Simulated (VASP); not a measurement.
# Sb (P-1) in VASP: further runs

Aim: see how the results for Sb move with the level of theory and the settings. Levels: TPSS+D2, PBEsol+D4. Tasks: electric field gradients, core levels.

Everything below comes from runs of VASP 6.6.1. Logs are shortened: lines on timing, memory, paths and dates and some standing lists are left out, and cuts for length are marked.

## 1. The cell of the first run

The typed cell holds 2 atoms: a = 3.039 Å, b = 3.655 Å, c = 4.799 Å, α = 97.50°, β = 94.72°, γ = 94.38°.

This isn't the form of Sb at room conditions, which is rhombohedral.

## 2. Electric field gradients, TPSS+D2, spin-orbit coupling, no magnetisation

INCAR reads:

```
SYSTEM = Sb
PREC     = Accurate       ! precision mode
ENCUT    = 500            ! plane-wave cutoff, eV
EDIFF    = 1E-8           ! SCF threshold, eV
ISMEAR   = -5             ! smearing method
SIGMA    = 0.05           ! smearing width, eV
LREAL    = .FALSE.        ! projectors in reciprocal space
LASPH    = .TRUE.         ! aspherical terms in the spheres
NELM     = 80             ! most SCF steps
ALGO     = Normal         ! electronic algorithm
ISIF     = 2              ! what is computed and relaxed
LWAVE    = .FALSE.        ! write WAVECAR
LCHARG   = .FALSE.        ! write CHGCAR
MAGMOM   = 0 0 0 0 0 0    ! initial moments
LORBIT   = 11             ! projections on sites
LSORBIT  = .TRUE.         ! spin-orbit coupling
GGA_COMPAT= .FALSE.      
METAGGA  = TPSS           ! meta-GGA
LMIXTAU  = .TRUE.       
IVDW     = 1              ! dispersion correction
LEFG     = .TRUE.
```

KPOINTS reads:

```
Automatic mesh
0
G
  7 5 5
  0 0 0
```

POSCAR reads:

```
Sb
1.0
   -0.1371763300     -2.2379499300     -2.0514790300
   -0.2329964300      2.6705089600     -2.4840380600
    4.7834791500     -0.0958201000      0.3701727700
Sb
2
Direct
    0.5093980000      0.4925220000      0.5022900000
    1.0089990000      0.9968380000      1.0027540000
```

Potentials or basis: VASP PAW PBE potentials, release 64 (Sb).

Run with:

```bash
$ cat potpaw_PBE.64/Sb/POTCAR > POTCAR
$ mpirun -np 1 vasp_ncl > vasp.out
```

OUTCAR:

```text
SYSTEM = Sb
   PREC = Accurate
   ENCUT = 500
   EDIFF = 1E-8
   ISMEAR = -5
   LREAL = .FALSE.
   LASPH = .TRUE.
   NELM = 80
   ISIF = 2
   LORBIT = 11
   LSORBIT = .TRUE.
   METAGGA = TPSS
   IVDW = 1
  IVDW =   1

 ion  position               nearest neighbor table
   1  0.509  0.493  0.502-   2 3.03   2 3.05   2 3.35   2 3.37   2 3.51   2 3.53   2 3.56   2 3.57

   2  0.009  0.997  0.003-   1 3.03   1 3.05   1 3.35   1 3.37   1 3.51   1 3.53   1 3.56   1 3.57

  LATTYP: Found a triclinic cell.
 ALAT       =     5.8877812461
 B/A-ratio  =     0.8150332625
 C/A-ratio  =     1.2445440950
 COS(alpha) =     0.0031947323
 COS(beta)  =     0.4504171956
 COS(gamma) =     0.8575456406

  Lattice vectors:

 A1 = (   4.9206554800,   2.1421298300,   2.4216518000)
 A2 = (   4.7834791500,  -0.0958201000,   0.3701727700)
 A3 = (   0.0413562300,   7.1464088200,   1.6189200000)

Analysis of symmetry for initial positions (statically):
=====================================================================
 Subroutine PRICEL returns:
 Original cell was already a primitive cell.

 Routine SETGRP: Setting up the symmetry group for a
 triclinic supercell.

 Subroutine GETGRP returns: Found  2 space group operations
 (whereof  1 operations were pure point group operations)
 out of a pool of  2 trial point group operations.

The static configuration has the point symmetry C_1 .
 The point group associated with its full space group is S_2 .

Analysis of symmetry for dynamics (positions and initial velocities):
=====================================================================
 Subroutine PRICEL returns:
 Original cell was already a primitive cell.

 Routine SETGRP: Setting up the symmetry group for a
 triclinic supercell.

 Subroutine GETGRP returns: Found  2 space group operations
 (whereof  1 operations were pure point group operations)
 out of a pool of  2 trial point group operations.

The dynamic configuration has the point symmetry C_1 .
 The point group associated with its full space group is S_2 .

Analysis of structural, dynamic, and magnetic symmetry:
=====================================================================
[... 720 lines left out ...]
---------------------------------------------------------------------
   1      23.482    17.150   -40.631    -7.105   -26.904    50.695
   2      23.482    17.150   -40.631    -7.105   -26.904    50.695
---------------------------------------------------------------------

 Electric field gradients after diagonalization (V/A^2)
 (convention: |V_zz| > |V_xx| > |V_yy|)
----------------------------------------------------------------------
 ion       V_xx      V_yy      V_zz     asymmetry (V_yy - V_xx)/ V_zz
----------------------------------------------------------------------
   1      58.634    15.560   -74.194       0.581
   2      58.634    15.560   -74.194       0.581
----------------------------------------------------------------------

           NMR quadrupolar parameters

 Cq : quadrupolar parameter    Cq=e*Q*V_zz/h
 eta: asymmetry parameters     (V_yy - V_xx)/ V_zz
 Q  : nuclear electric quadrupole moment in mb (millibarn)
----------------------------------------------------------------------
 ion       Cq(MHz)       eta       Q (mb)
----------------------------------------------------------------------
   1      -0.179       0.581       1.000
   2      -0.179       0.581       1.000
----------------------------------------------------------------------

 Spin-Orbit-Coupling matrix elements

 Ion:    1  E_soc:     -0.1452145
 l=   1
     0.0000000    -0.0238977    -0.0244854
    -0.0238977     0.0000000    -0.0235682
    -0.0244854    -0.0235682     0.0000000
 l=   2
     0.0000000    -0.0000600     0.0000000    -0.0000648    -0.0001689
    -0.0000600     0.0000000    -0.0001139    -0.0000562    -0.0000420
     0.0000000    -0.0001139     0.0000000    -0.0001065     0.0000000
    -0.0000648    -0.0000562    -0.0001065     0.0000000    -0.0000436
    -0.0001689    -0.0000420     0.0000000    -0.0000436     0.0000000
 l=   3
     0.0000000     0.0000000     0.0000000     0.0000000     0.0000000     0.0000000     0.0000000
     0.0000000     0.0000000     0.0000000     0.0000000     0.0000000     0.0000000     0.0000000
     0.0000000     0.0000000     0.0000000     0.0000000     0.0000000     0.0000000     0.0000000
     0.0000000     0.0000000     0.0000000     0.0000000     0.0000000     0.0000000     0.0000000
     0.0000000     0.0000000     0.0000000     0.0000000     0.0000000     0.0000000     0.0000000
     0.0000000     0.0000000     0.0000000     0.0000000     0.0000000     0.0000000     0.0000000
     0.0000000     0.0000000     0.0000000     0.0000000     0.0000000     0.0000000     0.0000000

 Ion:    2  E_soc:     -0.1452145
 l=   1
     0.0000000    -0.0238977    -0.0244854
    -0.0238977     0.0000000    -0.0235682
    -0.0244854    -0.0235682     0.0000000
 l=   2
     0.0000000    -0.0000600     0.0000000    -0.0000648    -0.0001689
    -0.0000600     0.0000000    -0.0001139    -0.0000562    -0.0000420
     0.0000000    -0.0001139     0.0000000    -0.0001065     0.0000000
    -0.0000648    -0.0000562    -0.0001065     0.0000000    -0.0000436
    -0.0001689    -0.0000420     0.0000000    -0.0000436     0.0000000
 l=   3
     0.0000000     0.0000000     0.0000000     0.0000000     0.0000000     0.0000000     0.0000000
     0.0000000     0.0000000     0.0000000     0.0000000     0.0000000     0.0000000     0.0000000
     0.0000000     0.0000000     0.0000000     0.0000000     0.0000000     0.0000000     0.0000000
     0.0000000     0.0000000     0.0000000     0.0000000     0.0000000     0.0000000     0.0000000
     0.0000000     0.0000000     0.0000000     0.0000000     0.0000000     0.0000000     0.0000000
     0.0000000     0.0000000     0.0000000     0.0000000     0.0000000     0.0000000     0.0000000
     0.0000000     0.0000000     0.0000000     0.0000000     0.0000000     0.0000000     0.0000000

 total charge

# of ion       s       p       d       tot
------------------------------------------
    1        1.240   1.080   0.045   2.364
    2        1.240   1.080   0.045   2.364
--------------------------------------------------
tot          2.479   2.159   0.090   4.728

 magnetization (x)

# of ion       s       p       d       tot
------------------------------------------
    1       -0.000   0.000   0.000   0.000
    2       -0.000   0.000   0.000   0.000
--------------------------------------------------
tot         -0.000   0.000   0.000   0.000

 magnetization (y)

# of ion       s       p       d       tot
------------------------------------------
    1       -0.000   0.000   0.000   0.000
    2       -0.000   0.000   0.000   0.000
--------------------------------------------------
tot         -0.000   0.000   0.000   0.000

 magnetization (z)

# of ion       s       p       d       tot
------------------------------------------
    1       -0.000  -0.000   0.000  -0.000
    2       -0.000  -0.000   0.000  -0.000
--------------------------------------------------
tot         -0.000  -0.000   0.000  -0.000
```

stdout:

```text
POSCAR found type information on POSCAR Sb
 POSCAR found :  1 types and       2 ions
 scaLAPACK will be used
 -----------------------------------------------------------------------------
|                                                                             |
[... 45 lines left out ...]
|     occupations, so forces and stress will be inaccurate. We suggest        |
|     using a different smearing scheme ISMEAR = 1 or 2 for metals in         |
|     relaxations.                                                            |
|                                                                             |
 -----------------------------------------------------------------------------
```

It took 6.3 min on 1 thread of Intel Xeon Platinum 8559C (Emerald Rapids), shared host; peak memory 0.35 GiB.

What came out:

```yaml
Free_energy: -24.8402 eV
Pressure: 4.2 GPa
Largest_force: 0.050 eV/Å
Valence_electrons_inside_the_program's_atomic_spheres: Sb 2.36
Dispersion_energy_per_atom: -0.568 eV
```

Forces on the atoms (eV/Å):
```
Sb   0.004 -0.028  0.042
Sb  -0.004  0.028 -0.042
```

Stress tensor (GPa, compression positive):
```
 3.47  2.81 -1.87
 2.81  4.60  0.47
-1.87  0.47  4.50
```

Electric field gradients, principal values (V/Å²):
```tsv
atom	Vxx	Vyy	Vzz
1 Sb	15.560	58.634	-74.194
2 Sb	15.560	58.634	-74.194
```

Caveat: the PAW data sets were made with another functional, which shifts forces and pressure a little.

## 3. Core levels, PBEsol+D4, spin-orbit coupling, no magnetisation (cell sheared at random, sigma 0.06, atoms nudged by 0.01 Å)

INCAR reads:

```
SYSTEM = Sb
PREC = Accurate ; ENCUT = 520
EDIFF = 1E-6 ; ISMEAR = -1
SIGMA = 0.05 ; LREAL = .FALSE.
LASPH = .TRUE. ; NELM = 60
ALGO = Fast ; ISIF = 2
LWAVE = .FALSE. ; LCHARG = .FALSE.
MAGMOM = 0 0 0 0 0 0 ; LORBIT = 11
LSORBIT = .TRUE. ; GGA_COMPAT = .FALSE.
GGA = PS ; IVDW = 13
ICORELEVEL = 1
```

KPOINTS is that of step 2.

POSCAR reads:

```
Sb
3.039
   -0.045138641000     -0.736409980257     -0.675050684436
   -0.076668782494      0.878745955907     -0.817386660086
    1.574030651530     -0.031530141494      0.121807426785
Sb
2
Direct
    0.5027706000      0.5031715800      0.5014545600
    0.9972294000      0.9968284200      0.9985454400
```

Potentials or basis: VASP PAW PBE potentials, release 64 (Sb).

Run with:

```bash
$ cat potpaw_PBE.64/Sb/POTCAR > POTCAR
$ mpirun -np 1 vasp_ncl > vasp.out
```

OUTCAR:

```text
SYSTEM = Sb
   PREC = Accurate
   ENCUT = 520
   EDIFF = 1E-6
   ISMEAR = -1
   LREAL = .FALSE.
   LASPH = .TRUE.
   NELM = 60
   ISIF = 2
   LORBIT = 11
   LSORBIT = .TRUE.
   GGA = PS
   IVDW = 13

 ion  position               nearest neighbor table
   1  0.503  0.503  0.501-   2 3.01   2 3.07   2 3.35   2 3.37   2 3.52   2 3.52   2 3.56   2 3.58

   2  0.997  0.997  0.999-   1 3.01   1 3.07   1 3.35   1 3.37   1 3.52   1 3.52   1 3.56   1 3.58

  LATTYP: Found a triclinic cell.
 ALAT       =     5.8877812461
 B/A-ratio  =     0.8150332625
 C/A-ratio  =     1.2445440950
 COS(alpha) =     0.0031947323
 COS(beta)  =     0.4504171956
 COS(gamma) =     0.8575456406

  Lattice vectors:

 A1 = (   4.9206554800,   2.1421298300,   2.4216518000)
 A2 = (   4.7834791500,  -0.0958201000,   0.3701727700)
 A3 = (   0.0413562300,   7.1464088200,   1.6189200000)

Analysis of symmetry for initial positions (statically):
=====================================================================
 Subroutine PRICEL returns:
 Original cell was already a primitive cell.

 Routine SETGRP: Setting up the symmetry group for a
 triclinic supercell.

 Subroutine GETGRP returns: Found  2 space group operations
 (whereof  1 operations were pure point group operations)
 out of a pool of  2 trial point group operations.

The static configuration has the point symmetry C_1 .
 The point group associated with its full space group is S_2 .

Analysis of symmetry for dynamics (positions and initial velocities):
=====================================================================
 Subroutine PRICEL returns:
 Original cell was already a primitive cell.

 Routine SETGRP: Setting up the symmetry group for a
 triclinic supercell.

 Subroutine GETGRP returns: Found  2 space group operations
 (whereof  1 operations were pure point group operations)
[... 496 lines left out ...]
      2.21249      0.17050     -2.09570        -0.067830     -0.041017      0.015878
      4.40747      0.33461     -4.15232         0.067830      0.041017     -0.015878
 -----------------------------------------------------------------------------------
    total drift:                                0.000000      0.000000      0.000000

  FREE ENERGIE OF THE ION-ELECTRON SYSTEM (eV)
  ---------------------------------------------------
  free  energy   TOTEN  =        -9.2410965206 eV

  energy  without entropy=       -9.2282571137  energy(sigma->0) =       -9.23467682

 Spin-Orbit-Coupling matrix elements

 Ion:    1  E_soc:     -0.1396475
 l=   1
     0.0000000    -0.0231898    -0.0232793
    -0.0231898     0.0000000    -0.0226250
    -0.0232793    -0.0226250     0.0000000
 l=   2
     0.0000000    -0.0000581     0.0000000    -0.0000637    -0.0001849
    -0.0000581     0.0000000    -0.0001303    -0.0000649    -0.0000419
     0.0000000    -0.0001303     0.0000000    -0.0001415     0.0000000
    -0.0000637    -0.0000649    -0.0001415     0.0000000    -0.0000442
    -0.0001849    -0.0000419     0.0000000    -0.0000442     0.0000000
 l=   3
     0.0000000     0.0000000     0.0000000     0.0000000     0.0000000     0.0000000     0.0000000
     0.0000000     0.0000000     0.0000000     0.0000000     0.0000000     0.0000000     0.0000000
     0.0000000     0.0000000     0.0000000     0.0000000     0.0000000     0.0000000     0.0000000
     0.0000000     0.0000000     0.0000000     0.0000000     0.0000000     0.0000000     0.0000000
     0.0000000     0.0000000     0.0000000     0.0000000     0.0000000     0.0000000     0.0000000
     0.0000000     0.0000000     0.0000000     0.0000000     0.0000000     0.0000000     0.0000000
     0.0000000     0.0000000     0.0000000     0.0000000     0.0000000     0.0000000     0.0000000

 Ion:    2  E_soc:     -0.1396475
 l=   1
     0.0000000    -0.0231898    -0.0232793
    -0.0231898     0.0000000    -0.0226250
    -0.0232793    -0.0226250     0.0000000
 l=   2
     0.0000000    -0.0000581     0.0000000    -0.0000637    -0.0001849
    -0.0000581     0.0000000    -0.0001303    -0.0000649    -0.0000419
     0.0000000    -0.0001303     0.0000000    -0.0001415     0.0000000
    -0.0000637    -0.0000649    -0.0001415     0.0000000    -0.0000442
    -0.0001849    -0.0000419     0.0000000    -0.0000442     0.0000000
 l=   3
     0.0000000     0.0000000     0.0000000     0.0000000     0.0000000     0.0000000     0.0000000
     0.0000000     0.0000000     0.0000000     0.0000000     0.0000000     0.0000000     0.0000000
     0.0000000     0.0000000     0.0000000     0.0000000     0.0000000     0.0000000     0.0000000
     0.0000000     0.0000000     0.0000000     0.0000000     0.0000000     0.0000000     0.0000000
     0.0000000     0.0000000     0.0000000     0.0000000     0.0000000     0.0000000     0.0000000
     0.0000000     0.0000000     0.0000000     0.0000000     0.0000000     0.0000000     0.0000000
     0.0000000     0.0000000     0.0000000     0.0000000     0.0000000     0.0000000     0.0000000

 total charge

# of ion       s       p       d       tot
------------------------------------------
    1        1.246   1.080   0.047   2.373
    2        1.246   1.080   0.047   2.373
--------------------------------------------------
tot          2.492   2.161   0.093   4.746

 magnetization (x)

# of ion       s       p       d       tot
------------------------------------------
    1       -0.000  -0.000   0.000  -0.000
    2       -0.000  -0.000   0.000  -0.000
--------------------------------------------------
tot         -0.000  -0.000   0.000  -0.000

 magnetization (y)

# of ion       s       p       d       tot
------------------------------------------
    1       -0.000  -0.000  -0.000  -0.000
    2       -0.000  -0.000  -0.000  -0.000
--------------------------------------------------
tot         -0.000  -0.000  -0.000  -0.000

 magnetization (z)

# of ion       s       p       d       tot
------------------------------------------
    1       -0.000  -0.000  -0.000  -0.000
    2       -0.000  -0.000  -0.000  -0.000
--------------------------------------------------
tot         -0.000  -0.000  -0.000  -0.000
```

OSZICAR:

```text
N       E                     dE             d eps       ncg     rms          rms(c)
DAV:   1     0.411187348323E+02    0.41119E+02   -0.33734E+03  3168   0.872E+02
DAV:   2    -0.603609267743E+01   -0.47155E+02   -0.45277E+02  4200   0.151E+02
DAV:   3    -0.855570664943E+01   -0.25196E+01   -0.24589E+01  3994   0.369E+01
DAV:   4    -0.858442949277E+01   -0.28723E-01   -0.28547E-01  3586   0.434E+00
DAV:   5    -0.858473666542E+01   -0.30717E-03   -0.30715E-03  3584   0.545E-01    0.318E+00
RMM:   6    -0.857629655662E+01    0.84401E-02   -0.23917E-03  3223   0.318E-01    0.188E+00
RMM:   7    -0.857261266617E+01    0.36839E-02   -0.19553E-03  3403   0.290E-01    0.106E+00
RMM:   8    -0.857159676281E+01    0.10159E-02   -0.12790E-03  3433   0.239E-01    0.300E-02
RMM:   9    -0.857159342871E+01    0.33341E-05   -0.86232E-05  3586   0.898E-02    0.764E-03
RMM:  10    -0.857159460428E+01   -0.11756E-05   -0.15239E-05  3674   0.377E-02    0.743E-03
RMM:  11    -0.857159390498E+01    0.69931E-06   -0.20946E-06  3467   0.156E-02
   1 F= -.92410965E+01 E0= -.92346768E+01  d E =-.128394E-01  mag=    -0.0000    -0.0000     0.0000
```

It took 64 s on 1 thread of Intel Xeon Platinum 8559C (Emerald Rapids), shared host; peak memory 0.32 GiB.

Results:

```yaml
Free_energy: -9.2411 eV
Pressure: 1.0 GPa
Largest_force: 0.081 eV/Å
Valence_electrons_inside_the_program's_atomic_spheres: Sb 2.37
Dispersion_energy_per_atom: -0.335 eV
```

Forces in eV/Å, atoms in the order of the input:
```
Sb  -0.068 -0.041  0.016
Sb   0.068  0.041 -0.016
```

Core levels (eV, on the scale of the bands):
```
atom                                                                                               levels
1 Sb  1s -30284.9, 2s -4596.8, 2p -4124.9, 3s -890.5, 3p -736.8, 3d -502.3, 4s -135.6, 4p -88.6, 4d -20.4
2 Sb  1s -30284.9, 2s -4596.8, 2p -4124.9, 3s -890.5, 3p -736.8, 3d -502.3, 4s -135.6, 4p -88.6, 4d -20.4
```

Caveat: the PAW data sets were made with another functional, which shifts forces and pressure a little.
